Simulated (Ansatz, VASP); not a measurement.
**Two plane-wave programs on NaCl**

```
Na Cl
1.0
     2.86000   -0.02860   -0.02860
    -0.02860    2.86000   -0.02860
    -0.02860   -0.02860    2.86000
Na Cl
1 1
Direct
  0.00000 0.00000 0.00000
  0.50000 0.50000 0.50000
```

Change from the starting cell: equal xy, yz and zx shear strains of -2 %, PAW files.

Alike in both runs: task electric field gradients; functional PBEsol; k mesh 9 × 9 × 9; occupations fermi-dirac, width 0.03 eV; no spin polarisation.

|  | VASP | Ansatz |
| --- | --- | --- |
| version | VASP 6.6.1 | Ansatz 0.2.0 |
| potentials or method | VASP PAW PBE potentials, release 64 (Na_pv, Cl) | PAW with Ansatz's default frozen-core files, scalar-relativistic |
| plane-wave cutoff (eV) | 520 | 420 |
| valence electrons in the cell | 14 | 16 |

```tsv
	VASP	Ansatz	Ansatz less VASP
gap on the k mesh at the Fermi level (eV)	4.55	4.50	-0.055
pressure (GPa)	60.3	59.6	-0.64
largest component of the traceless stress (GPa)	1.66	1.61	-0.050
Vzz of the field gradient on the site that differs most (V/Å²)	-4.5	-3.9	+0.64
```

The two sets of potentials don't hold the same shells in valence.

Caveats: the cell as given lies far from equilibrium; so large a pressure means that the cell lies far from this level's equilibrium, or that cutoff or potentials fall short (VASP); the potentials were made for another functional, which shifts forces and pressure (VASP); an odd mesh through Γ misses points on the zone boundary, where band edges often lie.
